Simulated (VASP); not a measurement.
# ZnCu (Pm-3m) in VASP: a series of runs

The runs below take ZnCu through single point, relaxation of cell and atoms, with PBE, r2SCAN.

All numbers are computed with VASP 6.6.1; they aren't measurements. Logs are shortened: lines on timing, memory, paths and dates and some standing lists are left out, and cuts for length are marked.

### Step 1. The crystal as given

The structure is cubic, space group Pm-3m (No. 221). The conventional cell has a = 2.967 Å, b = 2.967 Å, c = 2.967 Å, α = 90.00°, β = 90.00°, γ = 90.00°. Zn (site symmetry m-3m) has 8 Cu at 2.57 Å as nearest neighbours. Cu (site symmetry m-3m) is surrounded by 8 Zn at 2.57 Å.

### Step 2. Single point, PBE

File INCAR:

```
SYSTEM = ZnCu
PREC = Accurate ; ENCUT = 520
EDIFF = 1E-6 ; ISMEAR = -1
SIGMA = 0.02 ; LREAL = .False.
LASPH = .True. ; NELM = 100
ALGO = Normal ; ISIF = 2
LWAVE = .False. ; LCHARG = .True.
GGA = PE ; LELF = .True.
LVHAR = .True. ; NBANDS = 18
```

File KPOINTS:

```
regular mesh
0
Gamma
  8 8 8
  0 0 0
```

File POSCAR:

```
ZnCu
1.0
    2.9666550863      0.0000000000      0.0000000000
    0.0000000000      2.9666550863      0.0000000000
    0.0000000000      0.0000000000      2.9666550863
Zn Cu
1 1
Direct
    0.5000000000      0.5000000000      0.5000000000
    0.0000000000      0.0000000000      0.0000000000
```

Potentials or basis: VASP PAW PBE potentials, release 64 (Zn, Cu).

On the command line:

```
> cat potpaw_PBE.64/Zn/POTCAR potpaw_PBE.64/Cu/POTCAR > POTCAR
> mpirun -np 1 vasp_std > vasp.out
```

OUTCAR:

```text
SYSTEM = ZnCu
   PREC = Accurate
   ENCUT = 520
   EDIFF = 1E-6
   ISMEAR = -1
   LREAL = .False.
   LASPH = .True.
   NELM = 100
   ISIF = 2
   GGA = PE

 ion  position               nearest neighbor table
   1  0.500  0.500  0.500-   2 2.57   2 2.57   2 2.57   2 2.57   2 2.57   2 2.57   2 2.57   2 2.57

   2  0.000  0.000  0.000-   1 2.57   1 2.57   1 2.57   1 2.57   1 2.57   1 2.57   1 2.57   1 2.57

  LATTYP: Found a simple cubic cell.
 ALAT       =     2.9666550863

  Lattice vectors:

 A1 = (   2.9666550863,   0.0000000000,   0.0000000000)
 A2 = (   0.0000000000,   2.9666550863,   0.0000000000)
 A3 = (   0.0000000000,   0.0000000000,   2.9666550863)

Analysis of symmetry for initial positions (statically):
=====================================================================
 Subroutine PRICEL returns:
 Original cell was already a primitive cell.

 Routine SETGRP: Setting up the symmetry group for a
 simple cubic supercell.

 Subroutine GETGRP returns: Found 48 space group operations
 (whereof 48 operations were pure point group operations)
 out of a pool of 48 trial point group operations.

The static configuration has the point symmetry O_h .

Analysis of symmetry for dynamics (positions and initial velocities):
=====================================================================
 Subroutine PRICEL returns:
 Original cell was already a primitive cell.

 Routine SETGRP: Setting up the symmetry group for a
 simple cubic supercell.

 Subroutine GETGRP returns: Found 48 space group operations
 (whereof 48 operations were pure point group operations)
 out of a pool of 48 trial point group operations.

The dynamic configuration has the point symmetry O_h .

 Subroutine INISYM returns: Found 48 space group operations
 (whereof 48 operations are pure point group operations),
 and found     1 'primitive' translations

----------------------------------------------------------------------------------------

                                     Primitive cell

  volume of cell :      26.1097

  direct lattice vectors                    reciprocal lattice vectors
     2.966655086  0.000000000  0.000000000     0.337079967  0.000000000  0.000000000
     0.000000000  2.966655086  0.000000000     0.000000000  0.337079967  0.000000000
     0.000000000  0.000000000  2.966655086     0.000000000  0.000000000  0.337079967

  length of vectors
     2.966655086  2.966655086  2.966655086     0.337079967  0.337079967  0.337079967

  position of ions in fractional coordinates (direct lattice)
     0.500000000  0.500000000  0.500000000
     0.000000000  0.000000000  0.000000000

  ion indices of the primitive-cell ions
   primitive index   ion index
                 1           1
                 2           2

----------------------------------------------------------------------------------------

 KPOINTS: regular mesh

Automatic generation of k-mesh.
 Grid dimensions read from file:
 generate k-points for:    8    8    8

 Generating k-lattice:

  Cartesian coordinates                     Fractional coordinates (reciprocal lattice)
     0.042134996  0.000000000  0.000000000     0.125000000  0.000000000  0.000000000
     0.000000000  0.042134996  0.000000000     0.000000000  0.125000000  0.000000000
     0.000000000  0.000000000  0.042134996     0.000000000  0.000000000  0.125000000

  Length of vectors
     0.042134996  0.042134996  0.042134996

  Shift w.r.t. Gamma in fractional coordinates (k-lattice)
     0.000000000  0.000000000  0.000000000

 Subroutine IBZKPT returns following result:
 ===========================================

 Found     35 irreducible k-points:

 Following reciprocal coordinates:
            Coordinates               Weight
  0.000000  0.000000  0.000000      1.000000
  0.125000  0.000000  0.000000      6.000000
  0.250000  0.000000  0.000000      6.000000
  0.375000  0.000000  0.000000      6.000000
  0.500000  0.000000  0.000000      3.000000
  0.125000  0.125000  0.000000     12.000000
[... 16 lines left out ...]
  0.375000  0.375000  0.125000     24.000000
  0.500000  0.375000  0.125000     24.000000
 [... further k-points ...]
   k-points           NKPTS =     35   k-points in BZ     NKDIM =     35   number of bands    NBANDS=     18
   number of dos      NEDOS =    301   number of ions     NIONS =      2
   total plane-waves  NPLWV =  13824
   dimension x,y,z NGX =    24 NGY =   24 NGZ =   24
   dimension x,y,z NGXF=    48 NGYF=   48 NGZF=   48
   ions per type =               1   1
   NGX,Y,Z   is equivalent  to a cutoff of  13.45, 13.45, 13.45 a.u.
   NGXF,Y,Z  is equivalent  to a cutoff of  26.90, 26.90, 26.90 a.u.
 SYSTEM =  ZnCu
   PREC   = accura    normal or accurate (medium, high low for compatibility)
   ISTART =      0    job   : 0-new  1-cont  2-samecut
   ICHARG =      2    charge: 1-file 2-atom 10-const
   ISPIN  =      1    spin polarized calculation?
   LNONCOLLINEAR =      F non collinear calculations
   LSORBIT =      F    spin-orbit coupling
   LASPH  =      T    aspherical Exc in radial PAW
   ENCUT  =  520.0 eV  38.22 Ry    6.18 a.u.   5.52  5.52  5.52*2*pi/ulx,y,z
   NELM   =    100;   NELMIN=  2; NELMDL= -5     # of ELM steps
   EDIFF  = 0.1E-05   stopping-criterion for ELM
   LREAL  =      F    real-space projection
   EDIFFG = 0.1E-04   stopping-criterion for IOM
   NSW    =      0    number of steps for IOM
   IBRION =     -1    ionic relax: 0-MD 1-quasi-New 2-CG
   NFREE  =      0    steps in history (QN), initial steepest desc. (CG)
   ISIF   =      2    stress and relaxation
   ISYM   =      2    0-nonsym 1-usesym 2-fastsym
   POTIM  = 0.5000    time-step for ionic-motion
   TEBEG  =    0.0;   TEEND  =   0.0 temperature during run
   PSTRESS=    0.0 pullay stress
   NELECT =      23.0000    total number of electrons
   NUPDOWN=      -1.0000    fix difference up-down
   EMIN   =  10.00;   EMAX   =-10.00  energy-range for DOS
   EFERMI =   0.00;   METHOD = LEGACY
   ISMEAR =    -1;   SIGMA  =   0.02  broadening in eV -4-tet -1-fermi 0-gaus
   EFERMI_NEDOS =   21; number of points for ismear=-14 and -15
   IALGO  =     38    algorithm
   IMIX   =      4    mixing-type and parameters
     AMIX     =   0.40;   BMIX     =  1.00
     AMIX_MAG =   1.60;   BMIX_MAG =  1.00
  volume/ion in A,a.u.               =      13.05        88.10
  Fermi-wavevector in a.u.,A,eV,Ry     =   1.569340  2.965623 33.508811  2.462828
  Thomas-Fermi vector in A             =   2.671237
   LORBIT       =      0    0 simple, 1 ext, 2 COOP (PROOUT), +10 PAW based schemes
   GGA     = PE    functional components
   LHFCALC =     F    Hartree Fock is set to
   AEXX    =    0.0000 exact exchange contribution
   IVDW    =     0    specifies the selected vdW correction
   LEPSILON=     F    determine dielectric tensor
   LRPA    =     F    only Hartree local field effects (RPA)
 non-spin polarized calculation
  energy-cutoff  :      520.00
  volume of cell :       26.11
 maximum number of plane-waves:       739
 NGX is ok and might be reduce to    24
   NGX = 11   NGY = 11   NGZ = 11

 number of electron      23.0000023 magnetization

 Free energy of the ion-electron system (eV)
  ---------------------------------------------------
  ext. energy  EPLUGINS =         0.00000000
  ---------------------------------------------------
  free energy    TOTEN  =        -5.02512158 eV

  energy without entropy =       -5.02473432  energy(sigma->0) =       -5.02492795

 E-fermi :   5.0547     XC(G=0): -12.2776

 val. band max:        4.9777907741   @ k =   0.3750   0.2500   0.1250
 cond. band min:       5.2171429791   @ k =   0.3750   0.3750   0.1250
 fundamental gap:      0.2393522051
 Fermi energy:         5.0546585368

 k-point     1 :       0.0000    0.0000    0.0000
  band No.  band energies     occupation
      1      -4.8343      2.00000
      2      -2.4397      2.00000
      3      -2.4397      2.00000
      4      -1.7795      2.00000
      5      -1.7795      2.00000
      6      -1.7795      2.00000
[... 10 lines left out ...]
     17      17.2690      0.00000
     18      28.5550      0.00000

 k-point     2 :       0.1250    0.0000    0.0000
  band No.  band energies     occupation
      1      -4.5572      2.00000
      2      -2.4101      2.00000
      3      -2.3818      2.00000
      4      -1.8029      2.00000
      5      -1.8029      2.00000
      6      -1.7683      2.00000
[... 10 lines left out ...]
     17      19.4485      0.00000
     18      26.2213      0.00000

 k-point     3 :       0.2500    0.0000    0.0000
  band No.  band energies     occupation
      1      -3.7629      2.00000
      2      -2.3373      2.00000
      3      -2.2124      2.00000
      4      -1.8591      2.00000
      5      -1.8591      2.00000
      6      -1.7410      2.00000
[... 10 lines left out ...]
     17      22.9767      0.00000
     18      22.9771      0.00000

 k-point     4 :       0.3750    0.0000    0.0000
  band No.  band energies     occupation
      1      -2.7602      2.00000
      2      -2.2625      2.00000
      3      -1.9148      2.00000
      4      -1.9148      2.00000
      5      -1.7491      2.00000
      6      -1.7134      2.00000
[... 375 lines left out ...]
      4      -1.9307      2.00000
      5      -1.8814      2.00000
      6       0.4000      2.00000
[... 10 lines left out ...]
     17      21.6407      0.00000
     18      22.5201      0.00000

 k-point    23 :       0.3750    0.3750    0.1250
  band No.  band energies     occupation
      1      -2.4905      2.00000
      2      -2.2053      2.00000
      3      -2.0358      2.00000
      4      -2.0136      2.00000
      5      -1.6829      2.00000
      6       0.0953      2.00000
[... 10 lines left out ...]
     17      18.7873      0.00000
     18      21.5033      0.00000

 k-point    24 :       0.5000    0.3750    0.1250
  band No.  band energies     occupation
      1      -2.5325      2.00000
      2      -2.2005      2.00000
      3      -2.0663      2.00000
      4      -2.0298      2.00000
      5      -1.6066      2.00000
      6       0.6503      2.00000
[... 10 lines left out ...]
     17      19.7594      0.00000
     18      20.6167      0.00000

 [... further k-points ...]

------------------------ aborting loop because EDIFF is reached ----------------------------------------

  FORCE on cell =-STRESS in cart. coord.  units (eV):
  Direction    XX          YY          ZZ          XY          YZ          ZX
  --------------------------------------------------------------------------------------
  -------------------------------------------------------------------------------------
  Total        0.0840735      0.0840735      0.0840735     -0.0000000     -0.0000000     -0.0000000
  in kB        5.1590332      5.1590332      5.1590332     -0.0000000     -0.0000000     -0.0000000
  external PRESSURE =       5.1590332 kB  Pullay stress =       0.0000000 kB

 VOLUME and BASIS-vectors are now :
 -----------------------------------------------------------------------------
  energy-cutoff  :      520.00
  volume of cell :       26.11
      direct lattice vectors                 reciprocal lattice vectors
     2.966655086  0.000000000  0.000000000     0.337079967  0.000000000  0.000000000
     0.000000000  2.966655086  0.000000000     0.000000000  0.337079967  0.000000000
     0.000000000  0.000000000  2.966655086     0.000000000  0.000000000  0.337079967

 POSITION                                       TOTAL-FORCE (eV/Angst)
 -----------------------------------------------------------------------------------
      1.48333      1.48333      1.48333         0.000000      0.000000      0.000000
      0.00000      0.00000      0.00000         0.000000      0.000000      0.000000
 -----------------------------------------------------------------------------------
    total drift:                                0.000000      0.000000     -0.000000

  FREE ENERGIE OF THE ION-ELECTRON SYSTEM (eV)
  ---------------------------------------------------
  free  energy   TOTEN  =        -5.0251215847 eV

  energy  without entropy=       -5.0247343206  energy(sigma->0) =       -5.02492795
```

It took 8.8 s on 1 thread of Intel Xeon Platinum 8559C (Emerald Rapids), shared host; peak memory 0.14 GiB.

What came out:

| Property | Result |
| --- | --- |
| Free energy | -5.0251 eV |
| Pressure | 0.5 GPa |
| Band gap on the k mesh | none (metal or under the smearing width) |

### Step 3. Relaxation of cell and atoms, PBE

This run uses another cell than the first one, of 12.77 Å³/atom, 0.978 times its volume.

File INCAR:

```
PREC = Accurate
ENCUT = 600
EDIFF = 1E-6
ISMEAR = -1
SIGMA = 0.02
LREAL = F
LASPH = T
NELM = 100
ALGO = Normal
ISIF = 3
LWAVE = F
LCHARG = F
GGA = PE
IBRION = 2
NSW = 80
EDIFFG = -0.005
```

File KPOINTS:

```
Automatic mesh
0
Gamma
  8 8 8
```

File POSCAR:

```
ZnCu
1.0
    2.9450000000      0.0000000000      0.0000000000
    0.0000000000      2.9450000000      0.0000000000
    0.0000000000      0.0000000000      2.9450000000
Zn Cu
1 1
Direct
    0.5000000000      0.5000000000      0.5000000000
    0.0000000000      0.0000000000      0.0000000000
```

Potentials or basis: VASP PAW PBE potentials, release 64 (Zn, Cu).

On the command line:

```
> cat potpaw_PBE.64/Zn/POTCAR potpaw_PBE.64/Cu/POTCAR > POTCAR
> mpirun -np 1 vasp_std > vasp.out
```

Wall time 17 s (1 thread of Intel Xeon Platinum 8559C (Emerald Rapids), shared host); peak memory 0.15 GiB.

It converged, with:

- Free energy: -5.0250 eV
- Relaxed volume: 13.11 Å³/atom
- Relaxed cell: a = 2.971 Å, b = 2.971 Å, c = 2.971 Å, α = 90.00°, β = 90.00°, γ = 90.00°
- Space group after relaxing (to 0.05 Å): Pm-3m (No. 221)
- Energy gained by relaxing: 3.4 meV/atom
- Ionic steps: 3
- Pressure after relaxing: 0.0 GPa
- Band gap on the k mesh: none (metal or under the smearing width)

Step by step:
```
step  energy change (eV)  largest force (eV/Å)  pressure (GPa)  volume (Å³)
   1              0.0000                0.0000            3.29        25.54
   2             -0.0057                0.0000           -1.20        26.52
   3             -0.0068                0.0000            0.04        26.23
```

Final structure:
```
CELL_PARAMETERS angstrom
2.97118 0.00000 0.00000
0.00000 2.97118 0.00000
0.00000 0.00000 2.97118
ATOMIC_POSITIONS crystal
Zn 0.50000 0.50000 0.50000
Cu 0.00000 0.00000 0.00000
```

Levels at points of the mesh, in eV from the Fermi level:
| k point | band 8 | band 9 | band 10 | band 11 | band 12 | band 13 | band 14 | band 15 |
| --- | --- | --- | --- | --- | --- | --- | --- | --- |
| (0.00, 0.00, 0.00) | -3.21 | -2.39 | -2.39 | -2.39 | 6.42 | 6.42 | 6.42 | 11.37 |
| (0.50, 0.00, 0.00) | -3.31 | -2.91 | -2.91 | -2.46 | -1.69 | 11.76 | 11.76 | 12.40 |
| (0.50, 0.50, 0.00) | -2.54 | -2.54 | -2.16 | -1.53 | -1.53 | 1.93 | 2.29 | 13.93 |
| (0.50, 0.50, 0.50) | -3.88 | -2.14 | -2.14 | 3.94 | 4.56 | 4.56 | 4.56 | 4.72 |

PBE usually gives volumes a little too large and moduli too small. Zero-point motion and thermal expansion aren't in these numbers.

(Part 1 of 2 ends here.)
